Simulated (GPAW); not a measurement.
# PbSe (Clausthalite) (Fm-3m) in GPAW: a series of runs

Runs on PbSe (Clausthalite). Level: PBE. Tasks: single point.

Program: GPAW 26.7.0. These are calculated values, not measurements. Logs are shortened: lines on timing, memory, paths and dates and some standing lists are left out, and cuts for length are marked. The log counts tension as positive stress, the text compression.

**Experimental background.**

From a printed reference work, monograph, for a bulk crystal of PbSe: band gap 0.28 eV (direct) at 300 K; band gap 0.15 eV (direct) at 4.2 K.

The runs below are set against these values where they give the same quantity.

## Step 1: Starting point

It takes space group Fm-3m (No. 225, cubic). Conventional cell: a = 6.121 Å, b = 6.121 Å, c = 6.121 Å, α = 90.00°, β = 90.00°, γ = 90.00°. Pb (site symmetry m-3m) has 6 Se at 3.06 Å as nearest neighbours. Se (site symmetry m-3m) is surrounded by 6 Pb at 3.06 Å.

## Step 2: Single point, PBE

run.py reads:

```python
from ase.dft.bandgap import bandgap
from ase.io import read, write
from ase.units import GPa
from gpaw import GPAW, PW

atoms = read('POSCAR')

calc = GPAW(mode=PW(600),
            xc='PBE',
            kpts={'size': (8, 8, 8), 'gamma': True},
            occupations={'name': 'methfessel-paxton', 'order': 0, 'width': 0.02},
            nbands=19,
            convergence={'density': 1e-05, 'energy': 1e-05},
            maxiter=150,
            txt='gpaw.txt')
atoms.calc = calc
energy = atoms.get_potential_energy()
forces = atoms.get_forces()
stress = atoms.get_stress()
calc.write('gs.gpw')
write('result.traj', atoms)
print(f'Energy: {energy:.6f} eV')
print('Forces (eV/A):')
print(forces.round(4))
print('Stress (GPa):', (stress / GPa).round(3))
print('Fermi level:', round(calc.get_fermi_level(), 4), 'eV')
print(f'Gap: {bandgap(calc)[0]:.4f} eV, direct: {bandgap(calc, direct=True)[0]:.4f} eV')
```

POSCAR reads:

```
PbSe
1.0
    0.0000000000      3.0606500000      3.0606500000
    3.0606500000      0.0000000000      3.0606500000
    3.0606500000      3.0606500000      0.0000000000
Pb Se
1 1
Direct
    0.0000000000      0.0000000000      0.0000000000
    0.5000000000      0.5000000000      0.5000000000
```

Potentials or basis: GPAW PAW data sets (gpaw-data 1.2.1), pw.

The run is started by

```bash
$ OMP_NUM_THREADS=1 python run.py
```

gpaw.txt:

```text
__  _  _
 | _ |_)|_||  |
 |__||  | ||/\| - 26.7.0

Input parameters:
  mode=PW(ecut=600.0),
  convergence={'density': 1e-05, 'energy': 1e-05},
  kpts=MonkhorstPack(size=(8, 8, 8), gamma=True),
  maxiter=150,
  nbands=19,
  occupations=Occupations(name='methfessel-paxton', order=0, width=0.02),
  xc=XC(name='PBE')

Diagonalizing LCAO Hamiltonian
Converting LCAO to pw mode

                Se

       Pb

Atoms  # Å, Bohr magnetons
|   | symbol |        x |        y |        z |    initial magnetic moments |
|---|--------|----------|----------|----------|-----------------------------|
| 0 |     Pb | 0.000000 | 0.000000 | 0.000000 | ( 0.0000,  0.0000,  0.0000) |
| 1 |     Se | 3.060650 | 3.060650 | 3.060650 | ( 0.0000,  0.0000,  0.0000) |

Unit cell  # Å
| periodic |        x |        y |        z |  lengths |    angles |
|----------|----------|----------|----------|----------|-----------|
|      yes | 0.000000 | 3.060650 | 3.060650 | 4.328413 | 60.000000 |
|      yes | 3.060650 | 0.000000 | 3.060650 | 4.328413 | 60.000000 |
|      yes | 3.060650 | 3.060650 | 0.000000 | 4.328413 | 60.000000 |

Number of symmetries: 48
Symmetry operations  # r_c * U_cc + t_c -> r_c
|    | kind |            matrix            |
|----|------|------------------------------|
|  0 |  σ   |  1, 0, 0,  1, 0,-1,  1,-1, 0 |
|  1 |  C2  |  1, 0, 0,  1,-1, 0,  1, 0,-1 |
|  2 |  E   |  1, 0, 0,  0, 1, 0,  0, 0, 1 |
|  3 |  σ   |  1, 0, 0,  0, 0, 1,  0, 1, 0 |
|  4 |  C4  |  1, 0,-1,  1, 0, 0,  1,-1, 0 |
|  5 |  S6  |  1, 0,-1,  1,-1, 0,  1, 0, 0 |
|  6 |  σ   |  1, 0,-1,  0, 1,-1,  0, 0,-1 |
|  7 |  C3  |  1, 0,-1,  0, 0,-1,  0, 1,-1 |
|  8 |  S6  |  1,-1, 0,  1, 0, 0,  1, 0,-1 |
|  9 |  C4  |  1,-1, 0,  1, 0,-1,  1, 0, 0 |
| 10 |  C3  |  1,-1, 0,  0,-1, 1,  0,-1, 0 |
| 11 |  σ   |  1,-1, 0,  0,-1, 0,  0,-1, 1 |
| 12 |  σ   |  0, 1, 0,  1, 0, 0,  0, 0, 1 |
| 13 |  C4  |  0, 1, 0,  0, 1,-1, -1, 1, 0 |
| 14 |  C3  |  0, 1, 0,  0, 0, 1,  1, 0, 0 |
| 15 |  S6  |  0, 1, 0, -1, 1, 0,  0, 1,-1 |
| 16 |  C2  |  0, 1,-1,  1, 0,-1,  0, 0,-1 |
| 17 |  σ   |  0, 1,-1,  0, 1, 0, -1, 1, 0 |
| 18 |  S4  |  0, 1,-1,  0, 0,-1,  1, 0,-1 |
| 19 |  C4  |  0, 1,-1, -1, 1, 0,  0, 1, 0 |
| 20 |  C3  |  0, 0, 1,  1, 0, 0,  0, 1, 0 |
| 21 |  σ   |  0, 0, 1,  0, 1, 0,  1, 0, 0 |
| 22 |  S6  |  0, 0, 1,  0,-1, 1, -1, 0, 1 |
| 23 |  C4  |  0, 0, 1, -1, 0, 1,  0,-1, 1 |
| 24 |  S4  |  0, 0,-1,  1, 0,-1,  0, 1,-1 |
| 25 |  C3  |  0, 0,-1,  0, 1,-1,  1, 0,-1 |
| 26 |  C2  |  0, 0,-1,  0,-1, 0, -1, 0, 0 |
| 27 |  S6  |  0, 0,-1, -1, 0, 0,  0,-1, 0 |
| 28 |  S4  |  0,-1, 1,  1,-1, 0,  0,-1, 0 |
| 29 |  C4  |  0,-1, 1,  0, 0, 1, -1, 0, 1 |
| 30 |  C2  |  0,-1, 1,  0,-1, 0,  1,-1, 0 |
| 31 |  σ   |  0,-1, 1, -1, 0, 1,  0, 0, 1 |
| 32 |  C3  |  0,-1, 0,  1,-1, 0,  0,-1, 1 |
| 33 |  S6  |  0,-1, 0,  0, 0,-1, -1, 0, 0 |
| 34 |  S4  |  0,-1, 0,  0,-1, 1,  1,-1, 0 |
| 35 |  C2  |  0,-1, 0, -1, 0, 0,  0, 0,-1 |
| 36 |  C2  | -1, 1, 0,  0, 1, 0,  0, 1,-1 |
| 37 |  S6  | -1, 1, 0,  0, 1,-1,  0, 1, 0 |
| 38 |  S4  | -1, 1, 0, -1, 0, 1, -1, 0, 0 |
| 39 |  C3  | -1, 1, 0, -1, 0, 0, -1, 0, 1 |
| 40 |  S6  | -1, 0, 1,  0, 0, 1,  0,-1, 1 |
| 41 |  C2  | -1, 0, 1,  0,-1, 1,  0, 0, 1 |
| 42 |  C3  | -1, 0, 1, -1, 1, 0, -1, 0, 0 |
| 43 |  S4  | -1, 0, 1, -1, 0, 0, -1, 1, 0 |
| 44 |  C2  | -1, 0, 0,  0, 0,-1,  0,-1, 0 |
| 45 |  i   | -1, 0, 0,  0,-1, 0,  0, 0,-1 |
| 46 |  σ   | -1, 0, 0, -1, 1, 0, -1, 0, 1 |
| 47 |  C2  | -1, 0, 0, -1, 0, 1, -1, 1, 0 |

BZ-sampling:
  Number of BZ points: 512
  Number of IBZ points: 29

  Monkhorst-Pack size: [8, 8, 8]
  Monkhorst-Pack shift: [0.0625, 0.0625, 0.0625]

K-points  # in reciprocal-cell coordinates
|     |                                coordinates |     weight |
|-----|--------------------------------------------|------------|
|   0 | (  0.00000000,   0.00000000,   0.00000000) | 0.00195312 |
|   1 | (  0.12500000,   0.12500000,   0.00000000) | 0.01171875 |
|   2 | (  0.12500000,   0.12500000,   0.12500000) | 0.01562500 |
|   3 | (  0.25000000,   0.12500000,   0.12500000) | 0.02343750 |
|   4 | (  0.25000000,   0.25000000,   0.00000000) | 0.01171875 |
|   5 | (  0.25000000,   0.25000000,   0.12500000) | 0.04687500 |
|   6 | (  0.25000000,   0.25000000,   0.25000000) | 0.01562500 |
|   7 | (  0.37500000,   0.25000000,  -0.37500000) | 0.04687500 |
|   8 | (  0.37500000,   0.25000000,   0.12500000) | 0.04687500 |
|   9 | (  0.37500000,   0.25000000,   0.25000000) | 0.04687500 |
| ... |                                            |            |
|  28 | (  0.50000000,   0.50000000,   0.50000000) | 0.00781250 |

Plane wave coefficients: 1930
Cutoff: 600.0 eV

Spin-components: 1 (collinear spins)
Bands:           19
Projectors:      11
Spin-degeneracy: 2
Datatype:        complex128

Parallelization:
  kpt:    1
  domain: 1
  band:   1

Density:
  Valence electrons: 20.0
  Components: 1
  Grid points: [25 25 25]
  Charge: 0.0  # |e|

Potential:
  Grid points: [25 25 25]

species:
  Pb:
    name:    Lead
    Z:       82.0
    valence: 14
    core:    68
    charge:  0.0  # [|e|]
    compensation charges:
      type: gauss
      rc: 0.38  # [Å]
      lmax: 2
    cutoffs:
      filter: 2.36  # [Å]
      core: 2.43  # [Å]
    projectors
    | kind |    occ | energy [eV] | rcut [Å] |
    |------|--------|-------------|----------|
    |   6s |  2.000 |     -11.969 |    1.259 |
    |   6p |  2.000 |      -3.506 |    1.275 |
    |   5d | 10.000 |     -21.211 |    1.217 |
    |    s |        |      15.243 |    1.259 |
    |    p |        |      23.705 |    1.275 |
    |    d |        |       6.001 |    1.217 |

    Using partial waves for Pb as LCAO basis

  Se:
    name:    Selenium
    Z:       34.0
    valence: 6
    core:    28
    charge:  0.0  # [|e|]
    compensation charges:
      type: gauss
      rc: 0.27  # [Å]
      lmax: 2
    cutoffs:
      filter: 1.77  # [Å]
      core: 2.67  # [Å]
    projectors
    | kind |    occ | energy [eV] | rcut [Å] |
    |------|--------|-------------|----------|
    |   4s |  2.000 |     -17.277 |    0.847 |
    |   4p |  4.000 |      -6.512 |    1.005 |
    |    s |        |       9.935 |    0.847 |
    |    p |        |      20.699 |    1.005 |
    |    d |        |       0.000 |    0.847 |

    Using partial waves for Se as LCAO basis

Reference energy: -633377.995495  # eV

eigensolver:
  PPCG
  Converge bands: occupied
  niter=2

density mixing:
  MSR1-Mixer
  Pratt-step length: 0.05
  Maximum mixing coefficient: 0.75
  Old densities: 10
  SVD Regularization: 0.005
  Good broyden scale: 1.0
  Trust region scale: 1.0
  Backstep threshold: 4.0
  History deletion threshold: 6.0
  Fourier metric: weight=20.0, sigma=0.015

occupation numbers:
  Methfessel-Paxton:
    width: 0.0200  # eV
    order: 0

poisson solver:
  ecut: 4800.0  # eV

xc functional:
  name: PBE with 2 nearest neighbor stencil

convergence criteria:
- Maximum integral of absolute [dens]ity change: 1e-05 electrons / valence electron
- Maximum [total energy] change in last 3 cyles: 1e-05 eV / valence electron
- Maximum integral of absolute [eigenst]ate change: 4e-08 eV^2 / valence electron
maximum number of iterations: 150

SCF iterations
|iter     | |      energy | eigst |  dens |
|---------|-|-------------|-------|-------|
|iter:   1| |   -8.650817 | -0.26 |       |
|iter:   2| |   -8.591118 | -2.07 | -1.23 |
|iter:   3| |   -8.397270 | -1.90 | -1.28 |
|iter:   4| |   -8.398904 | -3.76 | -1.89 |
|iter:   5| |   -8.399586 | -4.32 | -2.29 |
|iter:   6| |   -8.399612 | -5.59 | -3.23 |
|iter:   7| |   -8.399615c| -6.72 | -3.76 |
|iter:   8| |   -8.399615c| -7.69c| -4.47 |
|iter:   9| |   -8.399615c| -7.81c| -5.22c|

Converged in 9 steps
Energy contributions relative to reference atoms: (reference = -633377.995495)

Energy contributions:
  Kinetic:          19.960768
  Coulomb:         -20.085754
  Zero:             -0.062266
  External:          0.000000
  Xc:               -8.212363
  Entropy:          -0.000000
  Spinorbit:         0.000000
  ----------------------------
  Free energy:      -8.399615
  Extrapolated:     -8.399615

dipole moment: (-25.874213, -25.874213, -25.874213)  # |e|*Ang

Fermi level: 6.251
Eigenvalues  # (at kpt = [0.000, 0.000, 0.000])
| band index |      eig [eV] | occ [0-2] |
|------------|---------------|-----------|
|          0 |       -10.722 |     2.000 |
|        ... |               |           |
|          2 |       -10.720 |     2.000 |
|          3 |       -10.720 |     2.000 |
|          4 |       -10.720 |     2.000 |
|          5 |        -7.475 |     2.000 |
|          6 |        -0.127 |     2.000 |
|          7 |         4.217 |     2.000 |
|          8 |         4.217 |     2.000 |
|          9 |         4.217 |     2.000 |
|         10 |        10.792 |     0.000 |
|         11 |        10.792 |     0.000 |
|         12 |        10.792 |     0.000 |
|         13 |        12.630 |     0.000 |
|         14 |        12.630 |     0.000 |
|         15 |        12.630 |     0.000 |
|         16 |        14.308 |     0.000 |
|         17 |        14.532 |     0.000 |
|         18 |        15.113 |     0.000 |

Gap: 0.242 eV
Transition (v -> c):
  (s=0, k=28, n=9, [0.50, 0.50, 0.50]) -> (s=0, k=28, n=10, [0.50, 0.50, 0.50])
No difference between direct/indirect transitions

Forces  # eV/Ang
|       x |        y |       z |
|---------|----------|---------|
| 0.00000 |  0.00000 | 0.00000 |  # Pb   0
| 0.00000 | -0.00000 | 0.00000 |  # Se   1

Stress tensor  # eV/Ang^3
|         x |         y |         z |
|-----------|-----------|-----------|
| -0.013862 |  0.000000 |  0.000000 |
|  0.000000 | -0.013862 |  0.000000 |
|  0.000000 |  0.000000 | -0.013862 |

# Writing to gs.gpw (mode='')
```

It took 14 s on 1 thread of Arm Neoverse V2, shared host; peak memory 0.17 GiB.

Results:

- Free energy: -8.3996 eV
- Pressure: 2.2 GPa
- Band gap on the k mesh: 0.24 eV, direct

Levels at points of the mesh, in eV from the valence-band top:
```
           k point  band 7  band 8  band 9  band 10  band 11  band 12  band 13  band 14
(0.00, 0.00, 0.00)   -6.27   -1.93   -1.93    -1.93     4.65     4.65     4.65     6.49
(0.50, 0.50, 0.00)   -7.34   -5.03   -3.28    -3.28     3.66     5.55     5.55     5.99
(0.50, 0.50, 0.50)   -8.78   -1.51   -1.51     0.00     0.24     1.63     1.63     8.52
```

Caveat: spin-orbit coupling is left out, which as a rule narrows the gap of such compounds by several tenths of an eV.

## Step 3: Single point, PBE

Changes to run.py since step 2:

```diff
@@ -10,3 +10,3 @@
             kpts={'size': (8, 8, 8), 'gamma': True},
-            occupations={'name': 'methfessel-paxton', 'order': 0, 'width': 0.02},
+            occupations={'name': 'methfessel-paxton', 'order': 0, 'width': 0.020999999999999998},
             nbands=19,
```

POSCAR is that of step 2.

Potentials or basis: GPAW PAW data sets (gpaw-data 1.2.1), pw.

The run is started by

```bash
$ OMP_NUM_THREADS=1 python run.py
```

It took 14 s on 1 thread of Arm Neoverse V2, shared host; peak memory 0.17 GiB.

Results (log left out):

* Free energy: -8.3996 eV
* Pressure: 2.2 GPa
* Band gap on the k mesh: 0.24 eV, direct

Levels at points of the mesh, in eV from the valence-band top:
| k point | band 8 | band 9 | band 10 | band 11 | band 12 | band 13 |
| --- | --- | --- | --- | --- | --- | --- |
| (0.00, 0.00, 0.00) | -1.93 | -1.93 | -1.93 | 4.65 | 4.65 | 4.65 |
| (0.50, 0.50, 0.00) | -5.03 | -3.28 | -3.28 | 3.66 | 5.55 | 5.55 |
| (0.50, 0.50, 0.50) | -1.51 | -1.51 | 0.00 | 0.24 | 1.63 | 1.63 |

Caveat: spin-orbit coupling is left out, which as a rule narrows the gap of such compounds by several tenths of an eV.

## Step 4: Against experiment

Step 2. Measured gap of PbSe: 0.28 eV (direct; 300 K; a printed reference work, monograph). This calculation gives 0.24 eV (-0.04 eV). 2 values of this kind are on record (0.15 to 0.28 eV); this one was drawn at random. Spin-orbit coupling on Pb, Se is left out. The value is that of PBE on a finite k mesh, which can miss the band edges, without temperature or zero-point motion. Semilocal functionals fall short of measured gaps as a rule.

Step 3. A measured gap of PbSe is 0.15 eV (direct; 4.2 K; a printed reference work, monograph); the calculated 0.24 eV misses it by +0.09 eV. 2 values of this kind are on record (0.15 to 0.28 eV); this one was drawn at random. Spin-orbit coupling on Pb, Se is left out. The value is that of PBE on a finite k mesh, which can miss the band edges, without temperature or zero-point motion.
